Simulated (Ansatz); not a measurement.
CuO:

```xyz
4
Lattice="0.0000 -2.1166 -2.1166 -2.1166 0.0000 -2.1166 2.1166 2.1166 -4.2331" Properties=species:S:1:pos:R:3 pbc="T T T"
Cu    0.0233   -0.0336   -4.1419
Cu    0.0233    2.0829   -6.2584
O    -0.0233    0.0336   -6.4409
O    -0.0233    0.0336   -2.2078
```

The cell comes from a database or a generator and needn't be the stable form of this composition.

The cell isn't the ideal one: all O atoms moved 0.2 Å in one direction.

* Program: Ansatz 0.2.0
* Task: relaxation of cell and atoms
* Functional: PBE
* Potentials or basis: Ansatz PAW earlier set
* Cutoff: 930 eV (not typed: the program's choice for these potentials)
* k mesh: 10 × 10 × 6
* Occupations: fermi-dirac, width 0.05 eV
* Spin: no spin polarisation

At the start: volume 9.48 Å³/atom.

Task: Where does the relaxation end?

Result: It ends after 6 steps and the volume is 9.56 Å³/atom (+0.8 %); space group Fm-3m (No. 225, to 0.05 Å).

The path:
| step | energy change (eV) | largest force (eV/Å) | volume (Å³) |
| --- | --- | --- | --- |
| 1 | 0.0000 | 1.2002 | 37.93 |
| 2 | -0.0751 | 0.9604 | 38.22 |
| 3 | -0.2322 | 0.0121 | 38.20 |
| 4 | -0.2324 | 0.0043 | 38.22 |
| 5 | -0.2326 | 0.0001 | 38.22 |
| 6 | -0.2326 | 0.0001 | 38.22 |

Final structure:
```yaml
crystal:
  lattice:
    - [0.00040, -2.12432, -2.11749]
    - [-2.12321, 0.00012, -2.11721]
    - [2.12513, 2.12539, -4.23645]
  atoms:
    - { symbol: Cu, position: [0.50000, 0.50000, 0.50000] }
    - { symbol: Cu, position: [0.00000, 0.00000, 0.00000] }
    - { symbol: O, position: [0.75000, 0.75000, 0.75000] }
    - { symbol: O, position: [0.25000, 0.25000, 0.25000] }
```

Caveat: the plane-wave basis is chosen anew once the cell has moved, so the energies of steps on either side of that aren't comparable; the run has no spin polarisation, though such a crystal can be magnetic.
